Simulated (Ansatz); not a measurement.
Input and command of a plane-wave DFT calculation in Ansatz:

```yaml
crystal:
  lattice:
    - [3.9969678637, 0.0, 0.0]
    - [-1.9984839318, 3.461475708, 0.0]
    - [0.0, 0.0, 6.5963651382]
  atoms:
    - { symbol: Ge, position: [0.6666666667, 0.3333333333, 0.0629118566] }
    - { symbol: Ge, position: [0.3333333333, 0.6666666667, 0.5629118566] }
    - { symbol: Ge, position: [0.6666666667, 0.3333333333, 0.4370881434] }
    - { symbol: Ge, position: [0.3333333333, 0.6666666667, 0.9370881434] }
basis:
  ecutwfc: 420
kpoints:
  mp_grid: { grid: [9, 9, 6] }
hamiltonian:
  xc: pbesol
scf:
  occupations: { method: gaussian, width: 0.1 }
output:
  forces: true
  stress: true
  eigenvalues: true
```

```bash
ansatz run input.yaml --threads 1 --pin off --max-ram 2560MiB --backend cpu --events-out ev --progress --plain --runs-dir out
```

Processor: AMD EPYC 7R43 64-Core Processor (Zen 3), 1 thread, on a host shared with other jobs.

Task: Estimate time, memory and problem size.

Result: About 7.6 s on 1 thread of AMD EPYC 7R43 64-Core Processor (Zen 3) (shared host), peak memory 0.43 GiB. It solves 34 bands at 48 k points (the mesh reduced by the symmetry that the task leaves, which can be less than the crystal's) with about 1763 plane waves, in 7 SCF iterations.
